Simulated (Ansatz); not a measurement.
## Cl: phonons with PBE

Cl:

```
Cl
1.0
     3.14500   -2.25000    0.00000
     3.14500    2.25000    0.00000
     0.00000    0.00000    8.21000
Cl
4
Direct
  0.37000 0.63000 0.40000
  0.13000 0.87000 0.90000
  0.63000 0.37000 0.60000
  0.87000 0.13000 0.10000
```

```yaml
Program: Ansatz 0.2.0
Task: phonons
Functional: PBE
Potentials_or_basis: Ansatz PAW
Cutoff: "420 eV (not typed: the program's choice for these potentials)"
k_mesh: 5 × 5 × 3
Occupations: fixed
Spin: no spin polarisation
```

| Item | Value |
| --- | --- |
| Band gap on the k mesh | 2.50 eV, indirect (least direct gap 2.55 eV) |
| Electronic dielectric tensor (diagonal) | 2.26, 3.02, 4.16 |
| Born charges (mean of the diagonal) | Cl +0.00 e |
| Highest phonon frequency at Γ | 501 cm⁻¹ |
| Most unstable mode | 28i cm⁻¹ |

Levels at points of the mesh, in eV from the valence-band top:
```tsv
k point	band 11	band 12	band 13	band 14	band 15	band 16	band 17	band 18
(0.00, 0.00, 0.00)	-0.69	-0.39	-0.14	-0.05	2.50	3.06	6.94	7.54
```

Phonon frequencies in cm⁻¹ (negative: imaginary):
```tsv
q point	frequencies
(0.000, 0.000, 0.000)	-28 0 0 0 43 61 82 91 102 113 499 501
```

Electronic dielectric tensor:
```
2.26 0.00 0.00
0.00 3.02 0.00
0.00 0.00 4.16
```

Born effective charge tensors (e):
atom 1, Cl
```
 0.00  0.00  0.00
 0.00  0.00 -0.27
 0.00 -0.41  0.00
```
atom 2, Cl
```
0.00 0.00 0.00
0.00 0.00 0.27
0.00 0.41 0.00
```
atom 3, Cl
```
 0.00  0.00  0.00
 0.00  0.00 -0.27
 0.00 -0.41  0.00
```
atom 4, Cl
```
0.00 0.00 0.00
0.00 0.00 0.27
0.00 0.41 0.00
```

Run time: 110 s on 2 threads of Intel(R) Xeon(R) Processor @ 2.50GHz (Skylake/Cascade Lake), with other jobs on the host, peak memory 0.76 GiB.

Caveat: some modes are imaginary; odd divisions of the mesh miss points on the zone boundary, where band edges often lie, so the gap on the mesh can be too wide. Expect the measured gap to be larger: semilocal functionals such as PBE lack the derivative discontinuity.
